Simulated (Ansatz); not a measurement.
Input and command of a calculation in Ansatz (plane waves; scalar-relativistic PAW potentials unless the input names others):

```yaml
crystal:
  lattice:
    - [3.1824709805, 0.0, 0.0]
    - [-1.5912354902, 2.7561007159, 0.0]
    - [0.0, 0.0, 5.1853625407]
  atoms:
    - { symbol: Ga, position: [0.6666666667, 0.3333333333, 0.499071246] }
    - { symbol: Ga, position: [0.3333333333, 0.6666666667, -0.000928754] }
    - { symbol: "N", position: [0.6666666667, 0.3333333333, 0.875828754] }
    - { symbol: "N", position: [0.3333333333, 0.6666666667, 0.375828754] }
kpoints:
  mp_grid: { grid: [12, 12, 6] }
hamiltonian:
  xc: revpbe
scf:
  occupations: { method: methfessel_paxton, width: 0.005 }
output:
  forces: true
  eigenvalues: true
  stress: true
```

```bash
ansatz run input.yaml --threads 1 --pin off --max-ram 2560MiB --backend cpu --events-out ev --progress --plain --runs-dir out
```

Abridged log:
```
Basis set: ecut = 420 eV, 893 PW (Γ), exchange–correlation on 48×48×72 points (8 copies of the dense FFT grid, shifted against one another)
Bands: 22, of which v1, the nominal top of the filled ones, is band 18 counted from 1 (17 counted from 0)
Symmetry: 12 space group operations
k-points: 76 of 864 (time reversal used)
SCF iter   1: F=—  HF=-8345.832951 eV  |F-HF|=—  |Δ(HF+E_count)|=         —  Δρ=2.79e-3  dr2=1.45e-3  ethr=1.77e-3  ⟨swp⟩=5.3  Hψ=6953  notcnv=0
SCF iter   2: F=—  HF=-8345.832895 eV  |F-HF|=—  |Δ(HF+E_count)|=   5.60e-5  S|Δr|=    0.00e0  Δρ=1.16e-3  dr2=3.62e-4  ethr=4.04e-6  ⟨swp⟩=2.0  Hψ=3952  notcnv=0
SCF iter   3: F=—  HF=-8345.832946 eV  |F-HF|=—  |Δ(HF+E_count)|=   5.07e-5  S|Δr|=    0.00e0  Δρ=7.38e-4  dr2=1.18e-4  ethr=1.01e-6  ⟨swp⟩=2.7  Hψ=3088  notcnv=0
SCF iter   4: F=—  HF=-8345.833003 eV  |F-HF|=—  |Δ(HF+E_count)|=   5.70e-5  S|Δr|=    0.00e0  Δρ=1.08e-4  dr2=6.45e-6  ethr=3.28e-7  ⟨swp⟩=2.1  Hψ=2538  notcnv=0
SCF iter   5: F=—  HF=-8345.833003 eV  |F-HF|=—  |Δ(HF+E_count)|=   1.80e-7  S|Δr|=    0.00e0  Δρ=5.34e-5  dr2=1.00e-6  ethr=1.79e-8  ⟨swp⟩=2.0  Hψ=2219  notcnv=0
SCF iter   6: F=-8345.833005 eV  HF=-8345.833005 eV  |F-HF|=7.94e-8  |Δ(HF+E_count)|=   2.32e-6  S|Δr|=    0.00e0  Δρ=9.57e-6  dr2=4.88e-8  ethr=2.78e-10  ⟨swp⟩=3.3  Hψ=7139  notcnv=0
SCF 1 converged in 6 iterations: F = -8345.833005 eV  dr2 = 4.88e-8
SCF converged after 6 iterations
Stability not checked: this state was not tested for a lower state beside it, because cold or Methfessel-Paxton smearing, or corrected tetrahedra, fill the levels in a way that the test cannot read (fill_not_monotonic; see scf.lower_state_search)
Free energy (F): -8345.833005 eV
Harris-Foulkes:  -8345.833005 eV  (|F-HF|=7.94e-8)
Internal energy: -8345.833005 eV  (E = F + TS)
E sigma→0 (E₀):  -8345.833005 eV
Fermi energy:    10.846929 eV
Step filling:    the computed levels leave a gap of 1.9627 eV = 392.5 smearing widths at the electron count; against every level under it full and every level over it empty, smearing changes F+E_penalty+E_count by +0.00e0 meV and its σ→0 estimate by +0.00e0 meV
--- Forces (eV/Å), atoms counted from 1 ---
  atom   1  Ga     0.00000000     0.00000000     0.00839227
  atom   2  Ga     0.00000000     0.00000000     0.00839227
  atom   3  N      0.00000000     0.00000000    -0.00841763
  atom   4  N      0.00000000     0.00000000    -0.00841763
--- Stress (GPa, compression-positive) ---
        9.345236       0.000000       0.000000
        0.000000       9.345236       0.000000
        0.000000       0.000000       9.142749
  P = ⅓ Tr σ = 9.2777 GPa (92.777 kbar)
```

Apart from outputs, empty bands and the relaxation, which only the reference makes, the input differs from a reference run on usual settings in scf.occupations.method: "gaussian" → "methfessel_paxton"; scf.occupations.width: 0.02 → 0.005; hamiltonian.xc: "pbesol" → "revpbe"; basis.ecutwfc: 420 → not typed. The reference, at the same geometry, ended its own course with pressure 0.02 GPa, largest force 0.009 eV/Å, gap on the mesh 1.88 eV. This run converged in 6 SCF iterations with a total energy on another zero, pressure 9.28 GPa, largest force 0.008 eV/Å, gap on the mesh 1.96 eV.

The run took 6.8 s on 1 thread of Arm Neoverse V2, with other jobs on the host, peak memory 0.42 GiB.